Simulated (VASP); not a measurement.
```
LiI
1.0
    0.00000     2.95138     2.95138
    2.95138     0.00000     2.95138
    2.95138     2.95138     0.00000
Li I
1 1
Direct
  0.00000   0.00000   0.00000
  0.46612   0.46612   0.53388
```

These are PBEsol GGA, VASP's PBE PAW potentials (set 64) (plane waves; VASP 6.6.1) values and carry that method's errors. Settings: 600 eV cut-off, 8×8×8 Γ-centred mesh, Gaussian smearing of 0.050 eV, potentials Li_sv I.

Task: Which forces act on the atoms, in eV/Å?

Result: 
| atom | Fx | Fy | Fz |
|---|---|---|---|
| Li1 | 0.000 | 0.000 | -0.159 |
| I2 | 0.000 | 0.000 | 0.159 |

Task: Give the stress tensor in GPa (positive for a compressed cell).

Result: 
```
-0.10   0.00   0.00
 0.00  -0.10   0.00
 0.00   0.00   0.92
```
The pressure is its mean diagonal, 0.24 GPa.

The compound is LiI in the rock salt structure. This cell was strained or had an atom moved on purpose.
